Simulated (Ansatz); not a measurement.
CsI:
```cif
data_CsI
_chemical_formula_sum 'Cs1 I1'
_space_group_name_H-M_alt 'Pm-3m'
_space_group_IT_number 221
_space_group_name_Hall '-P 4 2 3'
_cell_length_a 4.61082
_cell_length_b 4.61082
_cell_length_c 4.61082
_cell_angle_alpha 90.000
_cell_angle_beta 90.000
_cell_angle_gamma 90.000
loop_
_atom_site_label
_atom_site_type_symbol
_atom_site_symmetry_multiplicity
_atom_site_Wyckoff_symbol
_atom_site_fract_x
_atom_site_fract_y
_atom_site_fract_z
_atom_site_occupancy
Cs1 Cs 1 a 0.00000 0.00000 0.00000 1
I1 I 1 b 0.50000 0.50000 0.50000 1
```

Relaxed with r²SCAN.

Q: Give the optical modes at the zone centre with their infrared and Raman activity from DFPT, r²SCAN (plane waves, PAW; program Ansatz).

A: Transverse frequencies, without the LO–TO term; a row sums one degenerate level.

| ω (cm⁻¹) | degeneracy | IR ((D/Å)²/amu) | Raman (Å⁴/amu) | activity | symmetry |
|---|---|---|---|---|---|
| 57 | 3 | 1.77 | 0 | IR | T1u |

Q: How high does the top mode go among those that the LO–TO term moves?

A: 86 cm⁻¹ for q along x.

Symmetry was held in the r²SCAN relaxation; phonons on a q-mesh show no instability. Spin–orbit coupling is left out wherever it is not named.

Potentials: the later of the program's two PAW sets.
